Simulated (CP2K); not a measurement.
# Pd in CP2K: the effect of dispersion

The system is Pd.

```xyz
1
Lattice="2.7528 0.0000 0.0000 1.3764 2.3840 0.0000 1.3764 0.7947 2.2476" Properties=species:S:1:pos:R:3 pbc="T T T"
Pd    0.0000    0.0000    0.0000
```

Alike in all runs:

| Property | Result |
| --- | --- |
| Program | CP2K 2026.2 |
| Task | single point |
| Functional | RPBE |
| Potentials or basis | POTENTIAL_UZH Pd GTH-PBE-q18; TZVP-MOLOPT-PBE-GTH basis |
| Density cutoff | 6803 eV |
| k mesh | 12 × 12 × 12 |
| Occupations | fermi-dirac, width 0.05 eV |
| Spin | no spin polarisation |

| dispersion | pressure (GPa) |
| --- | --- |
| none | 13.7 |
| D3 | 5.1 |
| D3(BJ) | ? |
| D4 | 3.9 |
| D3(BJ)+ATM | -26.6 |

Question: What does the run with dispersion D3(BJ) give?

Answer: Pressure -27.9 GPa.

Caveats: the potentials were made for another functional, which shifts forces and pressure; the basis of atomic orbitals isn't converged, which shifts pressures, moduli and gaps; pairwise dispersion overbinds metals, which lowers pressure and volume (some runs).

Runs at the PBE level aren't shown here.
